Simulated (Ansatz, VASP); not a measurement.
**One calculation of Li2O, two programs**

```
CELL_PARAMETERS angstrom
0.00000 2.28637 2.28637
2.28637 0.00000 2.28637
2.28637 2.28637 0.00000
ATOMIC_POSITIONS crystal
Li 0.25000 0.25000 0.25000
Li 0.75000 0.75000 0.75000
O 0.00000 0.00000 0.00000
```

Alike in both runs: task single point; functional HSE06; k mesh 4 × 4 × 4; no spin polarisation.

|  | VASP | Ansatz |
| --- | --- | --- |
| version | VASP 6.6.1 | Ansatz 0.2.0 |
| potentials or method | VASP PAW PBE potentials, release 64 (Li_sv, O) | plane waves, PAW |
| plane-wave cutoff (eV) | 520 | 420 |
| occupations | gaussian, width 0.01 eV | fixed |
| valence electrons in the cell | 12 | 12 |

VASP gave:

```
gap on the k mesh at the Fermi level (eV) : 6.64
```

**Question.** What did Ansatz give for the same quantities?

**Answer.** gap on the k mesh at the Fermi level (eV): 6.65.

Ansatz warned: «stress_exchange_threshold_loose».

Caveats: the k mesh is coarse (spacing up to 0.59 Å⁻¹), so the values aren't converged, least of all with exact exchange. A k mesh can miss the band edges.
